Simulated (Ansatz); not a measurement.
Here is an Ansatz 0.2.0 calculation.

File input.yaml:

```yaml
crystal:
  lattice:
    - [2.34185, -1.7113, 0.0]
    - [2.34185, 1.7113, 0.0]
    - [-0.8500274268, 0.0, 5.0578693947]
  atoms:
    - { symbol: Cu, position: [0.5, 0.0, 0.5] }
    - { symbol: Cu, position: [0.0, 0.5, 0.0] }
    - { symbol: O, position: [0.4184, 0.5816, 0.75] }
    - { symbol: O, position: [0.5816, 0.4184, 0.25] }
hamiltonian:
  xc: pbe
  pseudopotentials: { kind: paw }
kpoints:
  mp_grid: { grid: [10, 10, 5] }
scf:
  occupations: { method: gaussian, width: 0.022 }
output:
  forces: true
  stress: true
  eigenvalues: true
  write_density: true
  write_potential: true
  elf: true
  volumetric_format: npy
```

Potentials or basis: Ansatz PAW.

Command:

```console
$ ansatz run input.yaml --threads 2 --pin off --max-ram 5632MiB --backend cpu --events-out ev --progress --plain --runs-dir out
```

Estimate the pressure.

5.7 GPa.

What does it give for the largest force?

0.262 eV/Å.

Estimate the band gap on the k mesh.

none (metal or under the smearing width).

Forces in eV/Å, atoms in the order of the input:
```
Cu   0.000  0.000  0.000
Cu   0.000  0.000  0.000
O    0.000 -0.262  0.000
O    0.000  0.262  0.000
```

Caveat: the pressure holds a Pulay correction of +0.7 GPa for the finite cutoff; the run has no spin polarisation, though such a crystal can be magnetic; semilocal functionals often make such compounds metallic where correlation or magnetic order opens a gap, which also shifts bond lengths. With open d or f shells a metallic result of PBE can be an artefact of self-interaction; +U or a hybrid may open a gap.
